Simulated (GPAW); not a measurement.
# SnTe (Fm-3m) in GPAW: further runs, part 3 of 3

GPAW 26.7.0. The steps go on from the part before.

## Step 5: Band structure, r2SCAN, spin-orbit coupling, no magnetisation

Contents of run.py:

```python
import numpy as np
from ase import Atoms
from ase.dft.bandgap import bandgap
from ase.io import write
from ase.units import GPa
from gpaw import GPAW, PW
from gpaw.spinorbit import soc_eigenstates

atoms = Atoms(['Te', 'Sn'],
              cell=[[0.0, 3.15085, 3.15085],
                    [3.15085, 0.0, 3.15085],
                    [3.15085, 3.15085, 0.0]],
              scaled_positions=[[0.5, 0.5, 0.5],
                                [0.0, 0.0, 0.0]],
              pbc=True)

calc = GPAW(mode=PW(600),
            xc='MGGA_X_R2SCAN+MGGA_C_R2SCAN',
            kpts={'size': (6, 6, 6), 'gamma': True},
            occupations={'name': 'fermi-dirac', 'width': 0.05},
            nbands=19,
            convergence={'density': 1e-05, 'energy': 1e-05},
            maxiter=150,
            txt='gpaw.txt')
atoms.calc = calc
energy = atoms.get_potential_energy()
forces = atoms.get_forces()
stress = atoms.get_stress()
calc.write('gs.gpw')
write('result.traj', atoms)
print(f'Energy: {energy:.6f} eV')
print('Forces (eV/A):')
print(forces.round(4))
print('Stress (GPa):', (stress / GPa).round(3))
print('Fermi level:', round(calc.get_fermi_level(), 4), 'eV')
print(f'Gap: {bandgap(calc)[0]:.4f} eV, direct: {bandgap(calc, direct=True)[0]:.4f} eV')

path = atoms.cell.bandpath('GXWKGLUWLK,UX', npoints=60, eps=1e-4)
bs_calc = calc.fixed_density(kpts=path, symmetry='off', nbands=32,
                             convergence={'bands': 'CBM+6.0', 'eigenstates': 1e-6}, txt='bands.txt')
bs = bs_calc.band_structure()
bs.write('bs.json')
print(f'Gap on the path: {bandgap(bs_calc)[0]:.4f} eV')

soc = soc_eigenstates(bs_calc, theta=90, phi=45, ignore_xc_potential=True)
np.savetxt('soc_bands.dat', soc.eigenvalues(), fmt='%.4f')
mesh = soc_eigenstates('gs.gpw', theta=90, phi=45, ignore_xc_potential=True)
np.savetxt('soc_mesh.dat', mesh.eigenvalues(), fmt='%.4f')
print('Fermi level with spin-orbit coupling:', round(mesh.fermi_level, 4), 'eV')
```

Potentials or basis: GPAW PAW data sets (gpaw-data 1.2.1), pw.

Started as:

```bash
$ OMP_NUM_THREADS=1 python run.py
```

gpaw.txt:

```text
__  _  _
 | _ |_)|_||  |
 |__||  | ||/\| - 26.7.0

Input parameters:
  mode=PW(ecut=600.0),
  convergence={'density': 1e-05, 'energy': 1e-05},
  kpts=MonkhorstPack(size=(6, 6, 6), gamma=True),
  maxiter=150,
  nbands=19,
  occupations=Occupations(name='fermi-dirac', width=0.05),
  xc=XC(name='MGGA_X_R2SCAN+MGGA_C_R2SCAN')

Diagonalizing LCAO Hamiltonian
Converting LCAO to pw mode

                 Te

       Sn

Atoms  # Å, Bohr magnetons
|   | symbol |        x |        y |        z |    initial magnetic moments |
|---|--------|----------|----------|----------|-----------------------------|
| 0 |     Te | 3.150850 | 3.150850 | 3.150850 | ( 0.0000,  0.0000,  0.0000) |
| 1 |     Sn | 0.000000 | 0.000000 | 0.000000 | ( 0.0000,  0.0000,  0.0000) |

Unit cell  # Å
| periodic |        x |        y |        z |  lengths |    angles |
|----------|----------|----------|----------|----------|-----------|
|      yes | 0.000000 | 3.150850 | 3.150850 | 4.455975 | 60.000000 |
|      yes | 3.150850 | 0.000000 | 3.150850 | 4.455975 | 60.000000 |
|      yes | 3.150850 | 3.150850 | 0.000000 | 4.455975 | 60.000000 |

Number of symmetries: 48
Symmetry operations  # r_c * U_cc + t_c -> r_c
|    | kind |            matrix            |
|----|------|------------------------------|
|  0 |  σ   |  1, 0, 0,  1, 0,-1,  1,-1, 0 |
|  1 |  C2  |  1, 0, 0,  1,-1, 0,  1, 0,-1 |
|  2 |  E   |  1, 0, 0,  0, 1, 0,  0, 0, 1 |
|  3 |  σ   |  1, 0, 0,  0, 0, 1,  0, 1, 0 |
|  4 |  C4  |  1, 0,-1,  1, 0, 0,  1,-1, 0 |
|  5 |  S6  |  1, 0,-1,  1,-1, 0,  1, 0, 0 |
|  6 |  σ   |  1, 0,-1,  0, 1,-1,  0, 0,-1 |
|  7 |  C3  |  1, 0,-1,  0, 0,-1,  0, 1,-1 |
|  8 |  S6  |  1,-1, 0,  1, 0, 0,  1, 0,-1 |
|  9 |  C4  |  1,-1, 0,  1, 0,-1,  1, 0, 0 |
| 10 |  C3  |  1,-1, 0,  0,-1, 1,  0,-1, 0 |
| 11 |  σ   |  1,-1, 0,  0,-1, 0,  0,-1, 1 |
| 12 |  σ   |  0, 1, 0,  1, 0, 0,  0, 0, 1 |
| 13 |  C4  |  0, 1, 0,  0, 1,-1, -1, 1, 0 |
| 14 |  C3  |  0, 1, 0,  0, 0, 1,  1, 0, 0 |
| 15 |  S6  |  0, 1, 0, -1, 1, 0,  0, 1,-1 |
| 16 |  C2  |  0, 1,-1,  1, 0,-1,  0, 0,-1 |
| 17 |  σ   |  0, 1,-1,  0, 1, 0, -1, 1, 0 |
| 18 |  S4  |  0, 1,-1,  0, 0,-1,  1, 0,-1 |
| 19 |  C4  |  0, 1,-1, -1, 1, 0,  0, 1, 0 |
| 20 |  C3  |  0, 0, 1,  1, 0, 0,  0, 1, 0 |
| 21 |  σ   |  0, 0, 1,  0, 1, 0,  1, 0, 0 |
| 22 |  S6  |  0, 0, 1,  0,-1, 1, -1, 0, 1 |
| 23 |  C4  |  0, 0, 1, -1, 0, 1,  0,-1, 1 |
| 24 |  S4  |  0, 0,-1,  1, 0,-1,  0, 1,-1 |
| 25 |  C3  |  0, 0,-1,  0, 1,-1,  1, 0,-1 |
| 26 |  C2  |  0, 0,-1,  0,-1, 0, -1, 0, 0 |
| 27 |  S6  |  0, 0,-1, -1, 0, 0,  0,-1, 0 |
| 28 |  S4  |  0,-1, 1,  1,-1, 0,  0,-1, 0 |
| 29 |  C4  |  0,-1, 1,  0, 0, 1, -1, 0, 1 |
| 30 |  C2  |  0,-1, 1,  0,-1, 0,  1,-1, 0 |
| 31 |  σ   |  0,-1, 1, -1, 0, 1,  0, 0, 1 |
| 32 |  C3  |  0,-1, 0,  1,-1, 0,  0,-1, 1 |
| 33 |  S6  |  0,-1, 0,  0, 0,-1, -1, 0, 0 |
| 34 |  S4  |  0,-1, 0,  0,-1, 1,  1,-1, 0 |
| 35 |  C2  |  0,-1, 0, -1, 0, 0,  0, 0,-1 |
| 36 |  C2  | -1, 1, 0,  0, 1, 0,  0, 1,-1 |
| 37 |  S6  | -1, 1, 0,  0, 1,-1,  0, 1, 0 |
| 38 |  S4  | -1, 1, 0, -1, 0, 1, -1, 0, 0 |
| 39 |  C3  | -1, 1, 0, -1, 0, 0, -1, 0, 1 |
| 40 |  S6  | -1, 0, 1,  0, 0, 1,  0,-1, 1 |
| 41 |  C2  | -1, 0, 1,  0,-1, 1,  0, 0, 1 |
| 42 |  C3  | -1, 0, 1, -1, 1, 0, -1, 0, 0 |
| 43 |  S4  | -1, 0, 1, -1, 0, 0, -1, 1, 0 |
| 44 |  C2  | -1, 0, 0,  0, 0,-1,  0,-1, 0 |
| 45 |  i   | -1, 0, 0,  0,-1, 0,  0, 0,-1 |
| 46 |  σ   | -1, 0, 0, -1, 1, 0, -1, 0, 1 |
| 47 |  C2  | -1, 0, 0, -1, 0, 1, -1, 1, 0 |

BZ-sampling:
  Number of BZ points: 216
  Number of IBZ points: 16

  Monkhorst-Pack size: [6, 6, 6]
  Monkhorst-Pack shift: [0.08333333333333333, 0.08333333333333333, 0.08333333333333333]

K-points  # in reciprocal-cell coordinates
|     |                                coordinates |     weight |
|-----|--------------------------------------------|------------|
|   0 | (  0.00000000,   0.00000000,   0.00000000) | 0.00462963 |
|   1 | (  0.16666667,   0.16666667,   0.00000000) | 0.02777778 |
|   2 | (  0.16666667,   0.16666667,   0.16666667) | 0.03703704 |
|   3 | (  0.33333333,   0.16666667,   0.16666667) | 0.05555556 |
|   4 | (  0.33333333,   0.33333333,  -0.33333333) | 0.05555556 |
|   5 | (  0.33333333,   0.33333333,   0.00000000) | 0.02777778 |
|   6 | (  0.33333333,   0.33333333,   0.16666667) | 0.11111111 |
|   7 | (  0.33333333,   0.33333333,   0.33333333) | 0.03703704 |
|   8 | (  0.50000000,   0.33333333,  -0.33333333) | 0.11111111 |
|   9 | (  0.50000000,   0.33333333,  -0.16666667) | 0.05555556 |
| ... |                                            |            |
|  15 | (  0.50000000,   0.50000000,   0.50000000) | 0.01851852 |

Plane wave coefficients: 2100
Cutoff: 600.0 eV

Spin-components: 1 (collinear spins)
Bands:           19
Projectors:      11
Spin-degeneracy: 2
Datatype:        complex128

Parallelization:
  kpt:    1
  domain: 1
  band:   1

Density:
  Valence electrons: 20.0
  Components: 1
  Grid points: [27 27 27]
  Charge: 0.0  # |e|

Potential:
  Grid points: [27 27 27]

species:
  Te:
    name:    Tellurium
    Z:       52.0
    valence: 6
    core:    46
    charge:  0.0  # [|e|]
    compensation charges:
      type: gauss
      rc: 0.36  # [Å]
      lmax: 2
    cutoffs:
      filter: 2.09  # [Å]
      core: 3.17  # [Å]
    projectors
    | kind |    occ | energy [eV] | rcut [Å] |
    |------|--------|-------------|----------|
    |   5s |  2.000 |     -15.089 |    1.180 |
    |   5p |  4.000 |      -5.955 |    1.196 |
    |    s |        |      12.123 |    1.180 |
    |    p |        |      21.256 |    1.196 |
    |    d |        |       0.000 |    1.238 |

    Using partial waves for Te as LCAO basis

  Sn:
    name:    Tin
    Z:       50.0
    valence: 14
    core:    36
    charge:  0.0  # [|e|]
    compensation charges:
      type: gauss
      rc: 0.38  # [Å]
      lmax: 2
    cutoffs:
      filter: 2.23  # [Å]
      core: 2.35  # [Å]
    projectors
    | kind |    occ | energy [eV] | rcut [Å] |
    |------|--------|-------------|----------|
    |   5s |  2.000 |     -10.538 |    1.201 |
    |   5p |  2.000 |      -3.696 |    1.270 |
    |   4d | 10.000 |     -25.845 |    1.185 |
    |    s |        |      16.674 |    1.201 |
    |    p |        |      23.515 |    1.270 |
    |    d |        |       1.367 |    1.185 |

    Using partial waves for Sn as LCAO basis

Reference energy: -352801.376741  # eV

eigensolver:
  PPCG
  Converge bands: occupied
  niter=2

density mixing:
  MSR1-Mixer
  Pratt-step length: 0.05
  Maximum mixing coefficient: 0.75
  Old densities: 10
  SVD Regularization: 0.005
  Good broyden scale: 1.0
  Trust region scale: 1.0
  Backstep threshold: 4.0
  History deletion threshold: 6.0
  Fourier metric: weight=20.0, sigma=0.015

occupation numbers:
  Fermi-Dirac:
    width: 0.0500  # eV

poisson solver:
  ecut: 4800.0  # eV

xc functional:
  name: MGGA_X_R2SCAN+MGGA_C_R2SCAN with 2 nearest neighbor stencil

convergence criteria:
- Maximum integral of absolute [dens]ity change: 1e-05 electrons / valence electron
- Maximum [total energy] change in last 3 cyles: 1e-05 eV / valence electron
- Maximum integral of absolute [eigenst]ate change: 4e-08 eV^2 / valence electron
maximum number of iterations: 150

SCF iterations
|iter     | |      energy | eigst |  dens |
|---------|-|-------------|-------|-------|
|iter:   1| |  -40.081632 | -0.08 |       |
|iter:   2| |  -37.603980 | -1.18 | -1.51 |
|iter:   3| |-15816.629694 | +3.60 | -1.44 |
|iter:   4| |  -22.101359 | +1.51 | +1.09 |
|iter:   5| |  -37.470636 | +0.58 | -0.70 |
|iter:   6| |  -37.614877 | -1.25 | -1.54 |
|iter:   7| |  -37.614744 | -2.99 | -1.99 |
|iter:   8| |  -37.613087 | -3.35 | -2.08 |
|iter:   9| |  -37.614934 | -4.05 | -2.53 |
|iter:  10| |  -37.614152 | -4.55 | -2.33 |
|iter:  11| |  -37.613806 | -4.69 | -2.54 |
|iter:  12| |  -37.613714 | -5.60 | -2.84 |
|iter:  13| |  -37.613664c| -5.61 | -3.06 |
|iter:  14| |  -37.613669c| -6.72 | -3.73 |
|iter:  15| |  -37.613671c| -7.00 | -4.11 |
|iter:  16| |  -37.613671c| -7.58c| -4.76 |
|iter:  17| |  -37.613671c| -8.62c| -5.49c|

Converged in 17 steps
Energy contributions relative to reference atoms: (reference = -352801.376741)

Energy contributions:
  Kinetic:          12.390732
  Coulomb:         -11.960221
  Zero:             -0.202071
  External:          0.000000
  Xc:              -37.840565
  Entropy:          -0.003092
  Spinorbit:         0.000000
  ----------------------------
  Free energy:     -37.615217
  Extrapolated:    -37.613671

dipole moment: (-21.256977, -21.256977, -21.256977)  # |e|*Ang

Fermi level: 6.622
Eigenvalues  # (at kpt = [0.000, 0.000, 0.000])
| band index |      eig [eV] | occ [0-2] |
|------------|---------------|-----------|
|          0 |       -16.272 |     2.000 |
|        ... |               |           |
|          2 |       -16.257 |     2.000 |
|          3 |       -16.257 |     2.000 |
|          4 |       -16.257 |     2.000 |
|          5 |        -6.966 |     2.000 |
|          6 |         1.805 |     2.000 |
|          7 |         4.027 |     2.000 |
[... 9 lines left out ...]
|         17 |        13.629 |     0.000 |
|         18 |        13.745 |     0.000 |

Gap: 0.017 eV
Transition (v -> c):
  (s=0, k=15, n=9, [0.50, 0.50, 0.50]) -> (s=0, k=15, n=10, [0.50, 0.50, 0.50])
No difference between direct/indirect transitions

Forces  # eV/Ang
|        x |       y |        z |
|----------|---------|----------|
|  0.00000 | 0.00000 | -0.00000 |  # Te   0
| -0.00000 | 0.00000 |  0.00000 |  # Sn   1

Stress tensor  # eV/Ang^3
|         x |         y |         z |
|-----------|-----------|-----------|
| -0.009053 | -0.000000 | -0.000000 |
| -0.000000 | -0.009053 | -0.000000 |
| -0.000000 | -0.000000 | -0.009053 |

# Writing to gs.gpw (mode='')
```

It took 82 s on 1 thread of AMD EPYC 9R45 (Zen 5), shared host; peak memory 0.44 GiB.

Results:

```
Free energy             : -37.6152 eV
Pressure                : 1.5 GPa
Band gap on the k mesh  : 0.26 eV, direct
Band gap along the path : 0.22 eV, indirect (least direct gap 0.26 eV)
```

Levels at the corners of the path, in eV from the valence-band top:
```csv
point,band 17,band 18,band 19,band 20,band 21,band 22,band 23,band 24
Γ,-2.08,-2.08,-2.08,-2.08,2.93,2.93,3.85,3.85
X,-4.25,-4.25,-3.77,-3.77,2.45,2.45,4.82,4.82
W,-5.02,-5.02,-0.91,-0.91,0.94,0.94,4.86,4.86
K,-3.56,-3.56,-2.77,-2.77,2.98,2.98,3.51,3.51
Γ,-2.08,-2.08,-2.08,-2.08,2.93,2.93,3.85,3.85
L,-1.72,-1.72,0.00,0.00,0.26,0.26,0.42,0.42
U,-3.56,-3.56,-2.77,-2.77,2.98,2.98,3.51,3.51
W,-5.02,-5.02,-0.91,-0.91,0.94,0.94,4.86,4.86
L,-1.72,-1.72,0.00,0.00,0.26,0.26,0.42,0.42
K,-3.56,-3.56,-2.77,-2.77,2.98,2.98,3.51,3.51
U,-3.56,-3.56,-2.77,-2.77,2.98,2.98,3.51,3.51
X,-4.25,-4.25,-3.77,-3.77,2.45,2.45,4.82,4.82
```

Caveat: spin-orbit coupling was added after a scalar SCF, so levels and gaps hold it while energy, forces, pressure and moments don't; this program's spin-orbit splittings come out too wide for heavy elements; the PAW data sets were made with another functional, which shifts forces and pressure a little.

## Step 6: Overview

| level | potentials or basis | spin | k mesh | band points | spin axis theta (degrees) | spin axis phi (degrees) | gap on the mesh (eV) | pressure (GPa) |
| --- | --- | --- | --- | --- | --- | --- | --- | --- |
| PBEsol | PAW data sets generated in the run's folder for this functional, pw | off | 7 × 7 × 7 | 80 | - | - | - | -0.7 |
| PBEsol | PAW data sets generated in the run's folder for this functional, pw | SOC, no magnetisation | 7 × 7 × 7 | 80 | 0 | 0 | - | -0.7 |
| PBEint | PAW data sets generated in the run's folder for this functional, pw | SOC, no magnetisation | 6 × 6 × 6 | 80 | 90 | 0 | 0.34 | -0.1 |
| r2SCAN | GPAW PAW data sets (gpaw-data 1.2.1), pw | SOC, no magnetisation | 6 × 6 × 6 | 60 | 90 | 45 | 0.26 | 1.5 |

Alike in all rows: task band structure; cell as given; cutoff (eV) 600; smearing fermi-dirac 0.05 eV.

Caveats: spin-orbit coupling was added after a scalar SCF, so levels and gaps hold it while energy, forces, pressure and moments don't (some runs); this program's spin-orbit splittings come out too wide for heavy elements (some runs); spin-orbit coupling is left out, which moves the levels of the heavy elements (some runs); the PAW data sets were made with another functional, which shifts forces and pressure a little (some runs).

Absolute energies hang on the potentials; compare differences alone.

## Step 7: Against experiment

Step 2. Against the measured gap of SnTe, 0.18 eV (direct; 300 K; a printed reference work, textbook), the calculated 0.14 eV is off by -0.04 eV. Spin-orbit coupling on Sn, Te is left out. The value is that of PBEsol, without temperature or zero-point motion. Semilocal functionals fall short of measured gaps as a rule.

Step 3. A measured direct gap of SnTe is 0.18 eV (direct; 300 K; a printed reference work, textbook); the calculated 0.34 eV misses it by +0.16 eV. The value is that of PBEsol, without temperature or zero-point motion.

Step 4. A measured direct gap of SnTe is 0.18 eV (direct; 300 K; a printed reference work, textbook); the calculated 0.34 eV misses it by +0.16 eV. The value is that of PBEint, without temperature or zero-point motion.

Step 5. A measured gap of SnTe is 0.18 eV (direct; 300 K; a printed reference work, textbook); the calculated 0.22 eV misses it by +0.04 eV. The value is that of r2SCAN, without temperature or zero-point motion.
